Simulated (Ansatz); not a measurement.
Relaxed-ion elastic tensor of CsBr (CsCl type, Pm-3m) in GPa (Voigt order), LDA in the plane-wave PAW code Ansatz; density 4.98 g/cm³, 35.47 Å³ per atom.

```tsv
	1	2	3	4	5	6
1	36.8	13.3	13.3	0.0	0.0	0.0
2	13.3	36.8	13.3	0.0	0.0	0.0
3	13.3	13.3	36.8	0.0	0.0	0.0
4	0.0	0.0	0.0	12.5	0.0	0.0
5	0.0	0.0	0.0	0.0	12.5	0.0
6	0.0	0.0	0.0	0.0	0.0	12.5
```

Task: Is the crystal mechanically stable?

Result: Yes: the smallest eigenvalue of C is 12.5 GPa.

Task: Work out the Voigt, Reuss and Hill averages.

Result: K_V = 21.1, K_R = 21.1, K_H = 21.1; G_V = 12.2, G_R = 12.2, G_H = 12.2 GPa.

Task: Give Young's modulus, Poisson's ratio, Pugh's ratio and the universal anisotropy index.

Result: E = 9KG/(3K + G) = 30.7 GPa; ν = 0.26; K/G = 1.73 (near the Pugh limit of 1.75, no verdict); A_U = 5G_V/G_R + K_V/K_R − 6 = 0.01.

Task: Estimate the sound speeds and the Debye temperature.

Result: v_l = √((K + 4G/3)/ρ) = 2740 m/s, v_t = √(G/ρ) = 1560 m/s, mean 1740 m/s; Θ = (h/k)(3n/4πV)^(1/3) v_m = 157 K.

Task: Give the Zener ratio and Young's modulus along [100], [110] and [111].

Result: A = 2C44/(C11 − C12) = 1.07; 1/E = S11 − 2(S11 − S12 − S44/2)Γ with Γ = 0, 1/4, 1/3 gives 29.7, 30.9, 31.3 GPa.

The LDA relaxation kept the symmetry of its start; phonons on a q-mesh show no instability. Spin–orbit coupling is left out wherever it is not named.

Potentials: the later of the program's two PAW sets.
